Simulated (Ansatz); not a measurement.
A plane-wave DFT run in Ansatz 0.2.0 (scalar-relativistic PAW potentials unless the input names others): input and command.

```yaml
crystal:
  lattice:
    - [9.0384602919, 3.0128200973, 6.0256401946]
    - [-9.0384602919, -3.0128200973, 6.0256401946]
    - [3.0128200973, -9.0384602919, -6.0256401946]
  atoms:
    - { symbol: Sr, position: [0.1, 0.2, 0.8] }
    - { symbol: Sr, position: [0.6, 0.2, 0.8] }
    - { symbol: Sr, position: [0.1, 0.7, 0.8] }
    - { symbol: Sr, position: [0.2162949986, 0.4241956898, 0.5895909613] }
    - { symbol: Sr, position: [0.3032924012, 0.1036430996, 0.4023113661] }
    - { symbol: Sr, position: [0.5514307329, 0.8552991486, 0.9067298814] }
    - { symbol: Sr, position: [0.6485692671, 0.5447008514, 0.6932701186] }
    - { symbol: Sr, position: [0.7590871718, 0.2494285725, 0.5085157442] }
    - { symbol: Sr, position: [-0.0162949986, -0.0241956898, 0.0104090387] }
    - { symbol: Sr, position: [0.2420760353, 0.7612757328, 0.503351768] }
    - { symbol: Sr, position: [0.3343432058, 0.4395146954, 0.2738579012] }
    - { symbol: Sr, position: [0.4409128282, 0.1505714275, 0.0914842558] }
    - { symbol: Sr, position: [0.6653952715, 0.8732959627, 0.5895909613] }
    - { symbol: Sr, position: [0.7986682664, 0.5990189649, 0.4023113661] }
    - { symbol: Sr, position: [0.8967075988, 0.2963569004, 0.1976886339] }
    - { symbol: Sr, position: [0.4013317336, 0.8009810351, 0.1976886339] }
    - { symbol: Sr, position: [0.5346047285, 0.5267040373, 1.0104090387] }
    - { symbol: Sr, position: [0.8656567942, 0.9604853046, 0.3261420988] }
    - { symbol: Sr, position: [0.9579239647, 0.6387242672, 0.096648232] }
basis:
  ecutwfc: 420
kpoints:
  mp_grid: { grid: [1, 1, 1] }
hamiltonian:
  xc: pbe
scf:
  occupations: { method: gaussian, width: 0.1 }
  max_iter: 50
output:
  forces: true
  eigenvalues: true
  stress: true
```

```bash
ansatz run input.yaml --threads 4 --pin off --max-ram 9216MiB --backend cpu --events-out ev --progress --plain --runs-dir out
```

Abridged log:
```
Pseudopotentials: kind: paw
Pseudopotential: Sr, paw, valence charge 10, recommended cutoff 420 eV (normal)
Functional definition: PBE
Crystal: 19 atoms, lattice volume = 1093.905 Å³
Basis set: ecut = 420 eV, 21421 PW (Γ), exchange–correlation on 160×160×160 points (8 copies of the dense FFT grid, shifted against one another)
Bands: 114, of which v1, the nominal top of the filled ones, is band 95 counted from 1 (94 counted from 0)
Symmetry: 4 space group operations
Space group: C2/m (ITA 12), of the structure as read, at distance tolerance 1.0e-4 Å
k-points: 1
Initial density: superposition of atomic densities (neutral atoms: chi_scale 0, normalization atom), corrected by the library's trained network
Initial wavefunctions: pseudopotential atomic-orbital guess
Functional: x = pbe(κ = 0.804, μ = 0.21951497), c = pbe(β = 0.06672455)
SCF iter   1: F=—  HF=-67340.944227 eV  |F-HF|=—  |Δ(HF+E_count)|=         —  Δρ=3.16e-3  dr2=3.86e-1  ethr=1.77e-3  ⟨swp⟩=14.0  Hψ=664  notcnv=0
SCF iter   2: F=—  HF=-67340.912932 eV  |F-HF|=—  |Δ(HF+E_count)|=   3.13e-2  Δρ=2.09e-3  dr2=1.69e-1  ethr=2.03e-4  ⟨swp⟩=3.0  Hψ=147  notcnv=0
SCF iter   3: F=—  HF=-67340.895004 eV  |F-HF|=—  |Δ(HF+E_count)|=   1.79e-2  Δρ=5.38e-4  dr2=1.34e-2  ethr=8.89e-5  ⟨swp⟩=2.0  Hψ=132  notcnv=0
SCF iter   4: F=—  HF=-67340.894253 eV  |F-HF|=—  |Δ(HF+E_count)|=   7.51e-4  Δρ=2.67e-4  dr2=2.87e-3  ethr=7.07e-6  ⟨swp⟩=2.0  Hψ=134  notcnv=0
SCF iter   5: F=—  HF=-67340.894009 eV  |F-HF|=—  |Δ(HF+E_count)|=   2.44e-4  Δρ=1.07e-4  dr2=5.11e-4  ethr=1.51e-6  ⟨swp⟩=2.0  Hψ=135  notcnv=0
SCF iter   6: F=—  HF=-67340.893964 eV  |F-HF|=—  |Δ(HF+E_count)|=   4.47e-5  Δρ=2.70e-5  dr2=3.97e-5  ethr=2.69e-7  ⟨swp⟩=2.0  Hψ=130  notcnv=0
SCF iter   7: F=—  HF=-67340.895480 eV  |F-HF|=—  |Δ(HF+E_count)|=   1.52e-3  Δρ=4.94e-6  dr2=9.15e-7  ethr=2.09e-8  ⟨swp⟩=3.0  Hψ=137  notcnv=0
SCF iter   8: F=-67340.895480 eV  HF=-67340.895480 eV  |F-HF|=1.20e-8  |Δ(HF+E_count)|=   6.48e-7  Δρ=1.69e-6  dr2=4.34e-8  ethr=5.26e-11  ⟨swp⟩=11.0  Hψ=825  notcnv=0
SCF 1 converged in 8 iterations: F = -67340.895480 eV  dr2 = 4.34e-8
SCF converged after 8 iterations
Free energy (F): -67340.895480 eV
Harris-Foulkes:  -67340.895480 eV  (|F-HF|=1.20e-8)
Internal energy: -67340.828897 eV  (E = F + TS)
E sigma→0 (E₀):  -67340.862189 eV
Entropy (-TS):   -0.066583 eV (-3.504 meV/atom)
Fermi energy:    4.897433 eV
--- Forces (eV/Å), atoms counted from 1 ---
  atom   1  Sr     0.00000000     0.00000000     0.00000000
  atom   2  Sr     0.00000000     0.00000000     0.00000000
  atom   3  Sr     0.00000000     0.00000000     0.00000000
  atom   4  Sr     0.00253286    -0.03267493    -0.03175521
  atom   5  Sr     0.00840798    -0.02098500    -0.00901942
  atom   6  Sr     0.04558547     0.01433804     0.00000000
  atom   7  Sr    -0.04558547    -0.01433804     0.00000000
  atom   8  Sr     0.00641767    -0.05080631     0.00000000
  atom   9  Sr    -0.00253286     0.03267493     0.03175521
  atom  10  Sr    -0.05817881    -0.11744800     0.00000000
  atom  11  Sr    -0.09549955     0.04002915     0.00000000
  atom  12  Sr    -0.00641767     0.05080631     0.00000000
  atom  13  Sr     0.00253286    -0.03267493     0.03175521
  atom  14  Sr     0.00840798    -0.02098500     0.00901942
  atom  15  Sr    -0.00840798     0.02098500     0.00901942
  atom  16  Sr    -0.00840798     0.02098500    -0.00901942
  atom  17  Sr    -0.00253286     0.03267493    -0.03175521
  atom  18  Sr     0.09549955    -0.04002915     0.00000000
  atom  19  Sr     0.05817881     0.11744800     0.00000000
--- Stress (GPa, compression-positive) ---
       -0.043335      -0.162363       0.000000
       -0.162363      -0.027104       0.000000
        0.000000       0.000000      -0.399680
  P = ⅓ Tr σ = -0.1567 GPa (-1.567 kbar)
```

Find the fault.

The fault is one k-point for a small cell (kpoints.mp_grid.grid: [4, 4, 4] → [1, 1, 1], the first being the value of the sound run). Setting it back cures it. The run converged all the same, with an energy at zero smearing 111 meV/atom below the reference's, pressure -0.16 GPa, largest force 0.131 eV/Å, gap on the mesh 0.18 eV, so convergence alone doesn't show that an input is right. A reference run on usual settings, whose relaxation ended at this geometry, converged, and the end of its own relaxation has pressure -0.11 GPa, largest force 0.006 eV/Å, no gap on the mesh.

The run took 4.7 s on 4 threads of Arm Neoverse N1, on a shared host, peak memory 0.83 GiB.